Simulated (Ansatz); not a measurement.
# Os: the cost of one run

Method: DFT PBE, scalar-relativistic, in Ansatz 0.2.0.

## (1) Starting point

It takes space group P6_3/mmc (No. 194, hexagonal). The conventional cell has a = 2.734 Å, b = 2.734 Å, c = 4.320 Å, α = 90.00°, β = 90.00°, γ = 120.00°. Os (site symmetry -6m2) is surrounded by 12 Os at 2.68 to 2.73 Å.

As a file:

```
CELL_PARAMETERS angstrom
2.73410 0.00000 0.00000
-1.36705 2.36780 0.00000
0.00000 0.00000 4.31970
ATOMIC_POSITIONS crystal
Os 0.33333 0.66667 0.25000
Os 0.66667 0.33333 0.75000
```

Atoms are numbered in the order of the input: Os1, Os2.

## (2) The deformed structure

Space group P6_3/mmc before, P6_3/mmc after.

## (3) Full-potential LAPW

File input.yaml:

```yaml
crystal:
  lattice:
    - [2.7614409753, 0.0, 0.0]
    - [-1.3807204877, 2.3914780356, 0.0]
    - [0.0, 0.0, 4.3197]
  atoms:
    - { symbol: Os, position: [0.3333333333, 0.6666666667, 0.25] }
    - { symbol: Os, position: [0.6666666667, 0.3333333333, 0.75] }
kpoints:
  mp_grid: { grid: [15, 15, 9] }
  band_path:
    path:
      - [0.0, 0.0, 0.0]
      - [0.5, 0.0, 0.0]
      - [0.3333333333, 0.3333333333, 0.0]
      - [0.0, 0.0, 0.0]
      - [0.0, 0.0, 0.5]
      - [0.5, 0.0, 0.5]
      - [0.3333333333, 0.3333333333, 0.5]
      - [0.0, 0.0, 0.5]
      - [0.5, 0.0, 0.5]
    npoints: 5
scf:
  occupations: { method: fermi_dirac, width: 0.05 }
hamiltonian:
  xc: pbe
  pseudopotentials: { kind: all_electron, lapw: { basis_error: 0.0005 } }
output:
  forces: true
  stress: true
  eigenvalues: true
```

Run with:

```
$ ansatz run input.yaml --threads 1 --pin off --max-ram 3072MiB --backend cpu --events-out ev --progress --plain --runs-dir out
```

Q: Estimate wall time and peak memory on 1 thread of Intel Xeon 6975P-C (Granite Rapids), shared host.

About 45 s, with a peak of 0.74 GiB.
